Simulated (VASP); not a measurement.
Crystal: GaS.

```
Ga S
1.0
     3.59325    0.00000    0.00000
    -1.79662    3.11184    0.00000
     0.00000    0.00000   16.01466
Ga S
4 4
Direct
  0.33333 0.66667 0.32645
  0.66667 0.33333 0.82645
  0.66667 0.33333 0.67355
  0.33333 0.66667 0.17355
  0.33333 0.66667 0.89315
  0.66667 0.33333 0.39315
  0.66667 0.33333 0.10685
  0.33333 0.66667 0.60685
```

The cell is a database's computed one.

| Quantity | Value |
| --- | --- |
| Program | VASP 6.6.1 |
| Task | relaxation of cell and atoms |
| Functional | PBE |
| Potentials or basis | VASP PAW PBE potentials, release 64 (Ga_d, S) |
| Cutoff | 600 eV |
| k mesh | 9 × 9 × 2 |
| Occupations | gaussian, width 0.02 eV |
| Spin | no spin polarisation |

At the start: pressure 2.3 GPa; volume 22.38 Å³/atom.

Problem. Where does the relaxation end?

Solution. Over 18 steps the energy falls by 8.4 meV/atom and the volume is 24.73 Å³/atom (+10.5 %); space group P6_3/mmc (No. 194, to 0.05 Å).

Step by step:
| step | energy change (eV) | largest force (eV/Å) | pressure (GPa) | volume (Å³) |
| --- | --- | --- | --- | --- |
| 1 | 0.0000 | 0.2392 | 2.26 | 179.07 |
| 2 | -0.0272 | 0.2703 | -0.57 | 187.39 |
| 3 | -0.0403 | 0.0841 | 0.10 | 184.20 |
| 4 | -0.0426 | 0.0559 | -0.02 | 184.84 |
| 5 | -0.0427 | 0.0564 | 0.01 | 184.90 |
| 6 | -0.0427 | 0.0597 | 0.01 | 185.01 |
| 7 | -0.0439 | 0.0560 | 0.07 | 185.30 |
| 8 | -0.0470 | 0.0605 | 0.03 | 186.17 |
| 9 | -0.0515 | 0.0666 | 0.01 | 187.91 |
| 10 | -0.0538 | 0.0774 | -0.04 | 191.41 |
| 11 | -0.0547 | 0.0726 | -0.03 | 191.64 |
| 12 | -0.0570 | 0.0587 | -0.08 | 192.31 |
| 13 | -0.0609 | 0.0334 | -0.12 | 193.66 |
| 14 | -0.0651 | 0.0420 | -0.18 | 196.34 |
| 15 | -0.0626 | 0.1924 | -0.26 | 201.63 |
| 16 | -0.0659 | 0.0868 | -0.22 | 197.85 |
| 17 | -0.0671 | 0.0188 | 0.15 | 197.82 |
| 18 | -0.0672 | 0.0048 | 0.05 | 197.82 |

Final structure:
```
Ga S
1.0
     3.62645    0.00000    0.00000
    -1.81323    3.14060    0.00000
     0.00000    0.00000   17.36946
Ga S
4 4
Direct
  0.33333 0.66667 0.32111
  0.66667 0.33333 0.82111
  0.66667 0.33333 0.67889
  0.33333 0.66667 0.17889
  0.33333 0.66667 0.88360
  0.66667 0.33333 0.38360
  0.66667 0.33333 0.11640
  0.33333 0.66667 0.61640
```

Caveat: this functional lacks dispersion, which binds the layers, so the pressure and a relaxed spacing across them are unreliable.
